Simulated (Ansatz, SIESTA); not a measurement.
This is a calculation of Sn for Ansatz 0.2.0. Atoms were shifted at random by some hundredths of an Å from the given cell, which wasn't relaxed again for these runs. This isn't the form of Sn at room conditions, which is tetragonal (white tin).

File input.yaml:

```yaml
crystal:
  lattice:
    - [0.0, 3.2333428, 3.2333428]
    - [3.2333428, 0.0, 3.2333428]
    - [3.2333428, 3.2333428, 0.0]
  atoms:
    - { symbol: Sn, position: [0.751324, 0.759019, 0.762588] }
    - { symbol: Sn, position: [0.494671, 0.509002, 0.500009] }
hamiltonian:
  xc: pbesol
  pseudopotentials: { kind: paw }
kpoints:
  mp_grid: { grid: [7, 7, 7] }
scf:
  occupations: { method: fermi_dirac, width: 0.05 }
output:
  forces: true
  stress: true
  eigenvalues: true
  write_density: true
  write_potential: true
  elf: true
  volumetric_format: npy
```

Potentials or basis: Ansatz PAW.

The run is started by

```console
$ ansatz run input.yaml --threads 1 --pin off --max-ram 3584MiB --backend cpu --events-out ev --progress --plain --runs-dir out
```

Problem. Set up the same calculation for SIESTA 5.4.2. Potentials or basis there: files PseudoDojo sr-pbesol-0.4.1-standard, DZP (energy shift 0.003 Ry; two zetas on semicore shells).

Solution. As run (cutoffs and basis follow the program's own potentials, and thresholds, step limits or extra output files can differ):

Contents of Sn.fdf:

```
SystemName                      Sn
SystemLabel                     Sn
NumberOfSpecies                 1
NumberOfAtoms                   2
%block ChemicalSpeciesLabel
  1  50 Sn
%endblock ChemicalSpeciesLabel

LatticeConstant                 1.0 Ang
%block LatticeVectors
     0.0000000000     3.2333428000     3.2333428000
     3.2333428000     0.0000000000     3.2333428000
     3.2333428000     3.2333428000     0.0000000000
%endblock LatticeVectors
AtomicCoordinatesFormat         Fractional
%block AtomicCoordinatesAndAtomicSpecies
     0.7513240000     0.7590190000     0.7625880000  1  Sn
     0.4946710000     0.5090020000     0.5000090000  1  Sn
%endblock AtomicCoordinatesAndAtomicSpecies

%block kgrid.MonkhorstPack
    7   0   0  0.0
    0   7   0  0.0
    0   0   7  0.0
%endblock kgrid.MonkhorstPack
XC.Functional                   GGA
XC.Authors                      PBEsol
PAO.BasisSize                   DZP
PAO.EnergyShift                 0.003 Ry
Mesh.Cutoff                     500 Ry
OccupationFunction              FD
ElectronicTemperature           0.05 eV
MaxSCFIterations                120
SCF.MustConverge                false
SCF.Mixer.Method                Pulay
SCF.Mixer.Weight                0.25
SCF.Mixer.History               8
SCF.DM.Tolerance                5.0e-05
SCF.H.Tolerance                 1.0e-03 eV
WriteForces                     true
Charge.Mulliken                 end
%block PAO.Basis
  Sn 4
  n=5 0 2
    6.406 0.000
  n=5 1 2
    8.599 0.000
  n=4 2 2
    3.767 0.000
  n=5 2 1
    8.599
%endblock PAO.Basis
```

Potentials or basis: PseudoDojo 0.4 standard (PBEsol files), converted to PSML, two zetas on semicore shells, DZP (energy shift 0.003 Ry; two zetas on semicore shells).

Launch:

```bash
$ siesta < Sn.fdf > Sn.out 2>&1
```

Both were run:

|  | Ansatz | SIESTA |
| --- | --- | --- |
| Pressure | 1.7 GPa | 2.0 GPa |
| Largest force | 0.556 eV/Å | 0.593 eV/Å |
| Energy over the undisturbed cell | 11.3 meV/atom | 12.0 meV/atom |

Ansatz's pressure holds a Pulay term of +0.03 GPa for its cutoff of 420 eV, which the other run lacks.

Ansatz's potentials were made for PBE.

Where Ansatz's input types no cutoff or centring, it takes its own default and a Γ-centred mesh.

Pressure is positive in compression.
